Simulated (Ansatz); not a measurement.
Relaxation of C3H4N2 (9 atoms, charge 0, multiplicity 1), to a largest force component of 0.02 eV/Å in at most 40 steps.

All numbers below come from UKS PBE0-D4/STO-3G in Ansatz.

```xyz
9
Properties=species:S:1:pos:R:3
C 0.044 1.093 -0.455
C 0.704 -0.015 -0.708
N 0.166 -0.932 0.151
C -0.709 -0.306 0.883
N -0.927 0.930 0.508
H 0.097 2.115 -0.955
H 1.531 -0.244 -1.395
H 0.530 -1.879 0.258
H -1.348 -0.810 1.695
```

Problem. Where does it end, and by what steps?

Solution. The forces met the threshold. Limits of this set-up: minimal basis. After 6 steps the energy has fallen by 0.772 eV; C4 moved furthest, 0.08 Å.

| step | energy less start (eV) | largest force component (eV/Å) | accepted |
| --- | --- | --- | --- |
| 0 | 0.0000 | 6.338 | yes |
| 1 | -0.6945 | 1.356 | yes |
| 2 | -0.7036 | 1.207 | yes |
| 3 | -0.7702 | 0.280 | yes |
| 4 | -0.7721 | 0.029 | yes |
| 5 | -0.7722 | 0.040 | yes |
| 6 | -0.7722 | 0.005 | yes |

```xyz
9
Properties=species:S:1:pos:R:3
C 0.018 1.150 -0.482
C 0.730 0.000 -0.722
N 0.220 -0.949 0.174
C -0.781 -0.314 0.912
N -0.946 0.978 0.549
H 0.128 2.113 -0.984
H 1.531 -0.246 -1.420
H 0.532 -1.936 0.266
H -1.343 -0.843 1.688
```

Whether the end is a true minimum wasn't checked by a vibrational analysis.

Time of the run: 16 s on 1 thread of Arm Neoverse V2, with other jobs on the host, peak memory 0.12 GiB.
